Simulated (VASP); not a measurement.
A run of VASP 6.6.1 is set up as follows.

INCAR

```
PREC = Accurate
ENCUT = 520
EDIFF = 1E-6
ISMEAR = 0
SIGMA = 0.03
LREAL = False
LASPH = True
NELM = 80
ALGO = Fast
ISIF = 2
LWAVE = False
LCHARG = False
GGA = PE
NBANDS = 17
KPAR = 8
```

KPOINTS

```
Automatic mesh
0
Gamma
  6 6 6
```

POSCAR

```
PbSe                                    
1.0
    0.0000000000      3.0519897382      3.0519897382
    3.0519897382      0.0000000000      3.0519897382
    3.0519897382      3.0519897382      0.0000000000
  Pb              Se            
     1     1
Direct
     0.0000000000000000    0.0000000000000000    0.0000000000000000
     0.5000000000000000    0.5000000000000000    0.5000000000000000
```

The input KPOINTS_OPT:

```
explicit points
6
Reciprocal
 0.0000000000  0.0000000000  0.0000000000 1
 0.3750000000  0.3750000000  0.7500000000 1
 0.5000000000  0.5000000000  0.5000000000 1
 0.6250000000  0.2500000000  0.6250000000 1
 0.5000000000  0.2500000000  0.7500000000 1
 0.5000000000  0.0000000000  0.5000000000 1
```

Potentials or basis: VASP PAW PBE potentials, release 64 (Pb_d, Se).

Launch:

```sh
$ cat potpaw_PBE.64/Pb_d/POTCAR potpaw_PBE.64/Se/POTCAR > POTCAR
$ mpirun -np 8 vasp_std > vasp.out
```

Estimate the band gap on the k mesh.

0.26 eV, direct.

Estimate the pressure.

2.9 GPa.

What does it give for the band gap along the path?

0.26 eV, direct.

Caveat: spin-orbit coupling is left out, which as a rule narrows the gap of such compounds by several tenths of an eV.

**The experiment to reproduce.**

A printed reference work, monograph reports, for a bulk crystal of PbSe at 300 K: band gap 0.28 eV (direct).

Measured gap of PbSe: 0.28 eV (direct; 300 K; a printed reference work, monograph). This calculation gives 0.26 eV (-0.02 eV). 2 values of this kind are on record (0.15 to 0.28 eV); this one was drawn at random. Spin-orbit coupling on Pb, Se is left out. The value is that of PBE, without temperature or zero-point motion. Semilocal functionals fall short of measured gaps as a rule.
